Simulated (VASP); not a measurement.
# SnTe3 (Fm-3m) in VASP: a series of runs

The runs below take SnTe3 through single point, with PBE.

Everything below comes from runs of VASP 6.6.1. Logs are shortened: lines on timing, memory, paths and dates and some standing lists are left out, and cuts for length are marked.

### Step 1. The crystal as given

Symmetry: Fm-3m, No. 225, cubic system. Conventional cell: a = 7.911 Å, b = 7.911 Å, c = 7.911 Å, α = 90.00°, β = 90.00°, γ = 90.00°. Sn (site symmetry m-3m) is surrounded by 8 Te at 3.43 Å. Te (site symmetry -43m) has 4 Sn at 3.43 Å and 4 Te at 3.43 Å as nearest neighbours. Around Te (site symmetry m-3m) lie 8 Te at 3.43 Å.

The cell comes from a database or a generator and needn't be the stable form of this composition.

### Step 2. Single point, PBE

Contents of INCAR:

```
SYSTEM = SnTe3
PREC = Accurate
ENCUT = 520
EDIFF = 1E-7
ISMEAR = -1
SIGMA = 0.05
LREAL = .FALSE.
LASPH = .TRUE.
NELM = 100
ALGO = Fast
ISIF = 2
LWAVE = .FALSE.
LCHARG = .TRUE.
GGA = PE
LELF = .TRUE.
LVHAR = .TRUE.
NBANDS = 24
```

Contents of KPOINTS:

```
regular mesh
0
G
  4 4 4
  0 0 0
```

Contents of POSCAR:

```
SnTe3
1.0
    0.0000000000      3.9554330238      3.9554330238
    3.9554330238      0.0000000000      3.9554330238
    3.9554330238      3.9554330238      0.0000000000
Sn Te
1 3
Direct
    0.0000000000      0.0000000000      0.0000000000
    0.2500000000      0.2500000000      0.2500000000
    0.7500000000      0.7500000000      0.7500000000
    0.5000000000      0.5000000000      0.5000000000
```

Potentials or basis: VASP PAW PBE potentials, release 64 (Sn_d, Te).

The run is started by

```bash
> cat potpaw_PBE.64/Sn_d/POTCAR potpaw_PBE.64/Te/POTCAR > POTCAR
> mpirun -np 1 vasp_std > vasp.out
```

OUTCAR:

```text
SYSTEM = SnTe3
   PREC = Accurate
   ENCUT = 520
   EDIFF = 1E-7
   ISMEAR = -1
   LREAL = .FALSE.
   LASPH = .TRUE.
   NELM = 100
   ISIF = 2
   GGA = PE

 ion  position               nearest neighbor table
   1  0.000  0.000  0.000-   3 3.43   3 3.43   2 3.43   3 3.43   2 3.43   2 3.43   3 3.43   2 3.43

   2  0.250  0.250  0.250-   1 3.43   1 3.43   1 3.43   4 3.43   4 3.43   4 3.43   1 3.43   4 3.43

   3  0.750  0.750  0.750-   4 3.43   4 3.43   1 3.43   4 3.43   1 3.43   1 3.43   4 3.43   1 3.43

   4  0.500  0.500  0.500-   2 3.43   2 3.43   2 3.43   3 3.43   3 3.43   3 3.43   2 3.43   3 3.43

  LATTYP: Found a face centered cubic cell.
 ALAT       =     7.9108660476

  Lattice vectors:

 A1 = (   0.0000000000,   3.9554330238,   3.9554330238)
 A2 = (   3.9554330238,   0.0000000000,   3.9554330238)
 A3 = (   3.9554330238,   3.9554330238,   0.0000000000)

Analysis of symmetry for initial positions (statically):
=====================================================================
 Subroutine PRICEL returns:
 Original cell was already a primitive cell.

 Routine SETGRP: Setting up the symmetry group for a
 face centered cubic supercell.

 Subroutine GETGRP returns: Found 48 space group operations
 (whereof 48 operations were pure point group operations)
 out of a pool of 48 trial point group operations.

The static configuration has the point symmetry O_h .

Analysis of symmetry for dynamics (positions and initial velocities):
=====================================================================
 Subroutine PRICEL returns:
 Original cell was already a primitive cell.

 Routine SETGRP: Setting up the symmetry group for a
 face centered cubic supercell.

 Subroutine GETGRP returns: Found 48 space group operations
 (whereof 48 operations were pure point group operations)
 out of a pool of 48 trial point group operations.

The dynamic configuration has the point symmetry O_h .

 Subroutine INISYM returns: Found 48 space group operations
 (whereof 48 operations are pure point group operations),
 and found     1 'primitive' translations

----------------------------------------------------------------------------------------

                                     Primitive cell
[... 74 lines left out ...]
   LSORBIT =      F    spin-orbit coupling
   LASPH  =      T    aspherical Exc in radial PAW
   ENCUT  =  520.0 eV  38.22 Ry    6.18 a.u.  10.40 10.40 10.40*2*pi/ulx,y,z
   NELM   =    100;   NELMIN=  2; NELMDL= -5     # of ELM steps
   EDIFF  = 0.1E-06   stopping-criterion for ELM
   LREAL  =      F    real-space projection
   EDIFFG = 0.1E-05   stopping-criterion for IOM
   NSW    =      0    number of steps for IOM
   IBRION =     -1    ionic relax: 0-MD 1-quasi-New 2-CG
   NFREE  =      0    steps in history (QN), initial steepest desc. (CG)
   ISIF   =      2    stress and relaxation
   ISYM   =      2    0-nonsym 1-usesym 2-fastsym
   POTIM  = 0.5000    time-step for ionic-motion
   TEBEG  =    0.0;   TEEND  =   0.0 temperature during run
   PSTRESS=    0.0 pullay stress
   NELECT =      32.0000    total number of electrons
   NUPDOWN=      -1.0000    fix difference up-down
   EMIN   =  10.00;   EMAX   =-10.00  energy-range for DOS
   EFERMI =   0.00;   METHOD = LEGACY
   ISMEAR =    -1;   SIGMA  =   0.05  broadening in eV -4-tet -1-fermi 0-gaus
   EFERMI_NEDOS =   21; number of points for ismear=-14 and -15
   IALGO  =     68    algorithm
   IMIX   =      4    mixing-type and parameters
     AMIX     =   0.40;   BMIX     =  1.00
     AMIX_MAG =   1.60;   BMIX_MAG =  1.00
  volume/ion in A,a.u.               =      30.94       208.81
  Fermi-wavevector in a.u.,A,eV,Ry     =   1.042928  1.970847 14.799027  1.087698
  Thomas-Fermi vector in A             =   2.177614
   LORBIT       =      0    0 simple, 1 ext, 2 COOP (PROOUT), +10 PAW based schemes
   GGA     = PE    functional components
   LHFCALC =     F    Hartree Fock is set to
   AEXX    =    0.0000 exact exchange contribution
   IVDW    =     0    specifies the selected vdW correction
   LEPSILON=     F    determine dielectric tensor
   LRPA    =     F    only Hartree local field effects (RPA)
 non-spin polarized calculation
 RMM-DIIS sequential band-by-band and
  energy-cutoff  :      520.00
  volume of cell :      123.77
 maximum number of plane-waves:      3383
 NGX is ok and might be reduce to    42
   NGX = 21   NGY = 21   NGZ = 21

 number of electron      32.0000005 magnetization

 Free energy of the ion-electron system (eV)
  ---------------------------------------------------
  ext. energy  EPLUGINS =         0.00000000
  ---------------------------------------------------
  free energy    TOTEN  =       -12.57613615 eV

  energy without entropy =      -12.52900817  energy(sigma->0) =      -12.55257216

 E-fermi :   6.8377     XC(G=0):  -9.7077

 val. band max:        6.8104432566   @ k =   0.5000   0.5000   0.0000
 cond. band min:       6.8681670771   @ k =   0.5000   0.2500   0.0000
 fundamental gap:      0.0577238205
 Fermi energy:         6.8376523066

 k-point     1 :       0.0000    0.0000    0.0000
  band No.  band energies     occupation
      1     -14.8751      2.00000
      2     -14.8751      2.00000
      3     -14.8751      2.00000
      4     -14.8735      2.00000
      5     -14.8735      2.00000
      6      -6.1564      2.00000
[... 205 lines left out ...]
     23      13.4285      0.00000
     24      13.7246      0.00000

------------------------ aborting loop because EDIFF is reached ----------------------------------------

  FORCE on cell =-STRESS in cart. coord.  units (eV):
  Direction    XX          YY          ZZ          XY          YZ          ZX
  --------------------------------------------------------------------------------------
  -------------------------------------------------------------------------------------
  Total       -2.1214647     -2.1214647     -2.1214647      0.0000000     -0.0000000      0.0000000
  in kB      -27.4621343    -27.4621343    -27.4621343      0.0000000     -0.0000000      0.0000000
  external PRESSURE =     -27.4621343 kB  Pullay stress =       0.0000000 kB

 VOLUME and BASIS-vectors are now :
 -----------------------------------------------------------------------------
  energy-cutoff  :      520.00
  volume of cell :      123.77
      direct lattice vectors                 reciprocal lattice vectors
     0.000000000  3.955433024  3.955433024    -0.126408410  0.126408410  0.126408410
     3.955433024  0.000000000  3.955433024     0.126408410 -0.126408410  0.126408410
     3.955433024  3.955433024  0.000000000     0.126408410  0.126408410 -0.126408410

 POSITION                                       TOTAL-FORCE (eV/Angst)
 -----------------------------------------------------------------------------------
      0.00000      0.00000      0.00000        -0.000000      0.000000     -0.000000
      1.97772      1.97772      1.97772         0.000000     -0.000000      0.000000
      5.93315      5.93315      5.93315        -0.000000     -0.000000      0.000000
      3.95543      3.95543      3.95543        -0.000000      0.000000     -0.000000
 -----------------------------------------------------------------------------------
    total drift:                               -0.000000      0.000000      0.000000

  FREE ENERGIE OF THE ION-ELECTRON SYSTEM (eV)
  ---------------------------------------------------
  free  energy   TOTEN  =       -12.5761361488 eV

  energy  without entropy=      -12.5290081743  energy(sigma->0) =      -12.55257216
```

It took 50 s on 1 thread of Intel Xeon Platinum 8488C (Sapphire Rapids), shared host; peak memory 0.25 GiB.

Results:

* Free energy: -12.5761 eV
* Pressure: -2.7 GPa
* Band gap on the k mesh: none (metal or under the smearing width)

Spin-orbit coupling is left out, which matters for the levels of Te.

### Step 3. Single point, PBE

This run uses another cell than the first one, of 29.50 Å³/atom, 0.953 times its volume.

Contents of INCAR:

```
PREC = Accurate
ENCUT = 520
EDIFF = 1E-6
ISMEAR = -1
SIGMA = 0.05
LREAL = False
LASPH = True
NELM = 100
ALGO = Normal
ISIF = 2
LWAVE = False
LCHARG = False
GGA = PE
NBANDS = 24
```

Contents of KPOINTS:

```
regular mesh
0
Gamma
  4 4 4
```

Contents of POSCAR:

```
SnTe3
1.0
    0.0000000000      3.8931323563      3.8931323563
    3.8931323563      0.0000000000      3.8931323563
    3.8931323563      3.8931323563      0.0000000000
Sn Te
1 3
Direct
    0.0000000000      0.0000000000      0.0000000000
    0.2500000000      0.2500000000      0.2500000000
    0.7500000000      0.7500000000      0.7500000000
    0.5000000000      0.5000000000      0.5000000000
```

Potentials or basis: VASP PAW PBE potentials, release 64 (Sn_d, Te).

The run is started by

```bash
> cat potpaw_PBE.64/Sn_d/POTCAR potpaw_PBE.64/Te/POTCAR > POTCAR
> mpirun -np 1 vasp_std > vasp.out
```

OUTCAR:

```text
PREC = Accurate
   ENCUT = 520
   EDIFF = 1E-6
   ISMEAR = -1
   LREAL = False
   LASPH = True
   NELM = 100
   ISIF = 2
   GGA = PE

 ion  position               nearest neighbor table
   1  0.000  0.000  0.000-   3 3.37   3 3.37   3 3.37   2 3.37   2 3.37   2 3.37   3 3.37   2 3.37

   2  0.250  0.250  0.250-   1 3.37   1 3.37   1 3.37   4 3.37   4 3.37   4 3.37   4 3.37   1 3.37

   3  0.750  0.750  0.750-   4 3.37   4 3.37   4 3.37   1 3.37   1 3.37   1 3.37   4 3.37   1 3.37

   4  0.500  0.500  0.500-   2 3.37   2 3.37   2 3.37   3 3.37   3 3.37   3 3.37   3 3.37   2 3.37

  LATTYP: Found a face centered cubic cell.
 ALAT       =     7.7862647126

  Lattice vectors:

 A1 = (   0.0000000000,   3.8931323563,   3.8931323563)
 A2 = (   3.8931323563,   0.0000000000,   3.8931323563)
 A3 = (   3.8931323563,   3.8931323563,   0.0000000000)

Analysis of symmetry for initial positions (statically):
=====================================================================
 Subroutine PRICEL returns:
[... 155 lines left out ...]
  free energy    TOTEN  =       -12.64159984 eV

  energy without entropy =      -12.59594325  energy(sigma->0) =      -12.61877155

 E-fermi :   7.4433     XC(G=0):  -9.9212

 val. band max:        7.4333380156   @ k =   0.5000   0.5000   0.0000
 cond. band min:       7.4543439856   @ k =   0.2500   0.2500   0.0000
 fundamental gap:      0.0210059701
 Fermi energy:         7.4433193310

 k-point     1 :       0.0000    0.0000    0.0000
  band No.  band energies     occupation
      1     -14.2442      2.00000
      2     -14.2442      2.00000
      3     -14.2442      2.00000
      4     -14.2412      2.00000
      5     -14.2412      2.00000
      6      -5.8878      2.00000
[... 205 lines left out ...]
     23      14.1006      0.00000
     24      14.4148      0.00000

------------------------ aborting loop because EDIFF is reached ----------------------------------------

  FORCE on cell =-STRESS in cart. coord.  units (eV):
  Direction    XX          YY          ZZ          XY          YZ          ZX
  --------------------------------------------------------------------------------------
  -------------------------------------------------------------------------------------
  Total       -0.6225111     -0.6225111     -0.6225111     -0.0000000     -0.0000000      0.0000000
  in kB       -8.4514294     -8.4514294     -8.4514294     -0.0000000     -0.0000000      0.0000000
  external PRESSURE =      -8.4514294 kB  Pullay stress =       0.0000000 kB

 VOLUME and BASIS-vectors are now :
 -----------------------------------------------------------------------------
  energy-cutoff  :      520.00
  volume of cell :      118.01
      direct lattice vectors                 reciprocal lattice vectors
     0.000000000  3.893132356  3.893132356    -0.128431287  0.128431287  0.128431287
     3.893132356  0.000000000  3.893132356     0.128431287 -0.128431287  0.128431287
     3.893132356  3.893132356  0.000000000     0.128431287  0.128431287 -0.128431287

 POSITION                                       TOTAL-FORCE (eV/Angst)
 -----------------------------------------------------------------------------------
      0.00000      0.00000      0.00000         0.000000      0.000000     -0.000000
      1.94657      1.94657      1.94657         0.000000      0.000000      0.000000
      5.83970      5.83970      5.83970        -0.000000     -0.000000     -0.000000
      3.89313      3.89313      3.89313         0.000000      0.000000     -0.000000
 -----------------------------------------------------------------------------------
    total drift:                               -0.000000      0.000000      0.000000

  FREE ENERGIE OF THE ION-ELECTRON SYSTEM (eV)
  ---------------------------------------------------
  free  energy   TOTEN  =       -12.6415998441 eV

  energy  without entropy=      -12.5959432467  energy(sigma->0) =      -12.61877155
```

stdout:

```text
POSCAR found type information on POSCAR SnTe
 POSCAR found :  2 types and       4 ions
 scaLAPACK will be used
 LDA part: xc-table for (Slater+PW92), standard interpolation
 POSCAR, INCAR and KPOINTS ok, starting setup
 FFT: planning ... GRIDC
 FFT: planning ... GRID_SOFT
 FFT: planning ... GRID
 WAVECAR not read
 entering main loop
```

Wall time 25 s (1 thread of Intel Xeon Platinum 8488C (Sapphire Rapids), shared host); peak memory 0.25 GiB.

Results:

```yaml
Free_energy: -12.6416 eV
Pressure: -0.8 GPa
Band_gap_on_the_k_mesh: none (metal or under the smearing width)
```

Levels at points of the mesh, in eV from the Fermi level:
| k point | band 13 | band 14 | band 15 | band 16 | band 17 | band 18 | band 19 | band 20 |
| --- | --- | --- | --- | --- | --- | --- | --- | --- |
| (0.00, 0.00, 0.00) | -3.23 | -3.23 | -3.23 | -1.81 | -1.81 | -1.81 | 3.12 | 3.12 |
| (0.50, 0.00, 0.00) | -3.35 | -2.07 | -1.96 | 0.33 | 0.33 | 1.15 | 1.77 | 1.77 |
| (0.50, 0.50, 0.00) | -1.03 | -0.61 | -0.61 | -0.01 | 0.11 | 0.11 | 2.01 | 3.18 |
